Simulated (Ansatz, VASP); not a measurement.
## One calculation of TaN, two programs

```
CELL_PARAMETERS angstrom
2.92177 0.00000 0.00000
-1.46088 2.53033 0.00000
0.00000 0.00000 5.91652
ATOMIC_POSITIONS crystal
Ta 0.00000 0.00000 0.50000
Ta 0.00000 0.00000 0.00000
N 0.33333 0.66667 0.25000
N 0.66667 0.33333 0.75000
```

The cell comes from a database or a generator and needn't be the stable form of this composition.

Alike in both runs: task relaxation of cell and atoms; functional RPBE; k mesh 10 × 10 × 5; occupations fermi-dirac, width 0.05 eV; no spin polarisation.

|  | VASP | Ansatz |
| --- | --- | --- |
| version | VASP 6.6.1 | Ansatz 0.2.0 |
| potentials or method | VASP PAW PBE potentials, release 64 (Ta_pv, N) | Ansatz PAW |
| plane-wave cutoff (eV) | 600 | 420 |
| valence electrons in the cell | 32 | 36 |

Ansatz gave:

```
gap on the k mesh at the Fermi level, each at its own relaxed structure (eV) : none
relaxed volume (Å³/atom)                                                     : 11.06
relaxed cell length with the largest relative difference (Å)                 : 2.932
energy change over the relaxation (meV/atom)                                 : -1
```

Q: Which values does VASP return?

A: gap on the k mesh at the Fermi level, each at its own relaxed structure (eV): none; relaxed volume (Å³/atom): 11.08; relaxed cell length with the largest relative difference (Å): 2.934; energy change over the relaxation (meV/atom): -2.

A gap of «none» marks a metal or a gap that the smearing closes. The two sets of potentials don't hold the same shells in valence.

Caveats: the PAW data sets were made with another functional, which shifts forces and pressure a little (VASP); the plane-wave basis is chosen anew once the cell has moved, so the energies of steps on either side of that aren't comparable (Ansatz); the pressure holds a Pulay correction of +0.4 GPa for the finite cutoff (Ansatz); the PAW data sets come from PBE, with cores solved anew for the run's functional, which leaves a small shift of forces and pressure (Ansatz). The runs have no spin-orbit coupling, so splittings on Ta are missing.
